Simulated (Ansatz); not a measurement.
Before relaxation, (001) slab as cut from the bulk (CuO, Cccm (No. 66), (0 0 1) face):

```yaml
crystal:
  lattice:
    - [2.94870, 0.00000, 0.00000]
    - [-0.00819, 2.94869, 0.00000]
    - [0.00000, 0.00000, 29.16597]
  atoms:
    - { symbol: O, position: [0.50000, 0.50000, 0.25715] }
    - { symbol: Cu, position: [0.50000, 0.00000, 0.30130] }
    - { symbol: O, position: [0.50000, 0.50000, 0.34546] }
    - { symbol: Cu, position: [0.00000, 0.50000, 0.38961] }
    - { symbol: O, position: [0.50000, 0.50000, 0.43377] }
    - { symbol: Cu, position: [0.50000, 0.00000, 0.47792] }
    - { symbol: O, position: [0.50000, 0.50000, 0.52208] }
    - { symbol: Cu, position: [0.00000, 0.50000, 0.56623] }
    - { symbol: O, position: [0.50000, 0.50000, 0.61039] }
    - { symbol: Cu, position: [0.50000, 0.00000, 0.65454] }
    - { symbol: O, position: [0.50000, 0.50000, 0.69870] }
    - { symbol: Cu, position: [0.00000, 0.50000, 0.74285] }
```

Method: DFT PBE, scalar-relativistic, plane waves, PAW in Ansatz 0.2.0. Cutoff 420 eV; k points 12×12×1 on the computed 12-atom cell (Γ-centred); Gaussian smearing, width 0.10 eV; no spin polarisation. A dipole correction removes the field between periodic images along c.

All atoms are free. The cell is fixed. Force threshold 0.02 eV/Å.

(1) Where does it end?

Spin polarisation was left out, and a magnetic state may lie lower.

## Answers

(1) The energy falls by 0.253 eV in 6 steps, to:

```yaml
crystal:
  lattice:
    - [2.94870, 0.00000, 0.00000]
    - [-0.00819, 2.94869, 0.00000]
    - [0.00000, 0.00000, 29.16597]
  atoms:
    - { symbol: O, position: [0.50000, 0.50000, 0.26326] }
    - { symbol: Cu, position: [0.50000, 0.00000, 0.30126] }
    - { symbol: O, position: [0.50000, 0.50000, 0.34539] }
    - { symbol: Cu, position: [0.00000, 0.50000, 0.38946] }
    - { symbol: O, position: [0.50000, 0.50000, 0.43349] }
    - { symbol: Cu, position: [0.50000, 0.00000, 0.47751] }
    - { symbol: O, position: [0.50000, 0.50000, 0.52190] }
    - { symbol: Cu, position: [0.00000, 0.50000, 0.56599] }
    - { symbol: O, position: [0.50000, 0.50000, 0.60995] }
    - { symbol: Cu, position: [0.50000, 0.00000, 0.65432] }
    - { symbol: O, position: [0.50000, 0.50000, 0.69851] }
    - { symbol: Cu, position: [0.00000, 0.50000, 0.73897] }
```

The reference crystal is a form of CuO, which isn't its usual structure.

Cost: 1 run of about 33 core-minutes, on Arm Neoverse V1 (shared hosts).